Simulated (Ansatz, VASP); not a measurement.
**ZnS in VASP and in Ansatz**

Contents of INCAR:

```
PREC = Accurate ; ENCUT = 520
EDIFF = 1E-6 ; ISMEAR = 0
SIGMA = 0.05 ; LREAL = False
LASPH = True ; NELM = 60
ALGO = Normal ; ISIF = 2
LWAVE = False ; LCHARG = False
GGA = PE ; NBANDS = 16
```

KPOINTS

```
Automatic mesh
0
Gamma
  10 10 10
```

POSCAR

```
ZnS
1.0
    0.0000000000      2.9381877126      2.2917864159
    2.9381877126      0.0000000000      2.2917864159
    2.9381877126      2.9381877126      0.0000000000
Zn S
1 1
Direct
    0.0000000000      0.0000000000      0.0000000000
    0.7500000000      0.7500000000      0.7500000000
```

Input for Ansatz:

```yaml
crystal:
  lattice:
    - [0.0, 2.9381877126, 2.2917864159]
    - [2.9381877126, 0.0, 2.2917864159]
    - [2.9381877126, 2.9381877126, 0.0]
  atoms:
    - { symbol: Zn, position: [0.0, 0.0, 0.0] }
    - { symbol: S, position: [0.75, 0.75, 0.75] }
basis:
  ecutwfc: 420
kpoints:
  mp_grid: { grid: [10, 10, 10] }
hamiltonian:
  xc: pbe
scf:
  occupations: { method: gaussian, width: 0.05 }
output:
  forces: true
  stress: true
  eigenvalues: true
```

Alike in both runs: task single point; functional PBE; k mesh 10 × 10 × 10; occupations gaussian, width 0.05 eV; no spin polarisation.

```csv
,VASP,Ansatz
version,VASP 6.6.1,Ansatz 0.2.0
potentials or method,"VASP PAW PBE potentials, release 64 (Zn, S)","scalar-relativistic, plane waves, PAW"
plane-wave cutoff (eV),520,420
valence electrons in the cell,18,18
```

Ansatz gave:

- gap on the k mesh at the Fermi level (eV): 1.59
- least direct gap on the mesh (eV): 1.59
- pressure (GPa): -0.2
- largest component of the traceless stress (GPa): 4.33

**Question.** What did VASP give for the same quantities?

**Answer.** gap on the k mesh at the Fermi level (eV): 1.60; least direct gap on the mesh (eV): 1.60; pressure (GPa): -0.1; largest component of the traceless stress (GPa): 4.29.
